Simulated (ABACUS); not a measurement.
The system is BN.

```
CELL_PARAMETERS angstrom
1.25112 0.72234 3.37293
-1.25112 0.72234 3.37293
0.00000 -1.44467 3.37293
ATOMIC_POSITIONS crystal
N 0.66724 0.66724 0.66724
B 0.00033 0.00033 0.00033
```

The cell is a database's computed one.

Base run:

| Item | Value |
| --- | --- |
| Program | ABACUS 3.10.1 |
| Functional | SCAN |
| Potentials or basis | SG15 ONCV 1.2 PBE |
| Cutoff | 1320 eV |
| Density cutoff | 5279 eV |
| Basis | plane waves |
| k mesh | 8 × 8 × 8 |
| Occupations | fermi-dirac, width 0.05 eV |
| Spin | no spin polarisation |

Its results: band gap on the k mesh 4.79 eV, indirect (least direct gap 5.52 eV); pressure -1.9 GPa; largest force 0.030 eV/Å.

**Question.** After a change of settings the same cell gave: band gap on the k mesh 4.88 eV, indirect (least direct gap 5.63 eV); pressure -1.7 GPa; largest force 0.007 eV/Å. Which change was it?
A. functional from SCAN to r2SCAN
B. functional from SCAN to RPBE; cutoff from 1320 eV to 1143 eV; density cutoff from 5279 eV to 4572 eV; k mesh from 8 × 8 × 8 to 10 × 10 × 10
C. cutoff from 1320 eV to 1361 eV; density cutoff from 5279 eV to 5442 eV; basis from plane waves to DZP LCAO (the cutoffs set its grid); k mesh from 8 × 8 × 8 to 9 × 9 × 9

**Answer.** A.

Caveats: the potentials were made for another functional, which shifts forces and pressure.
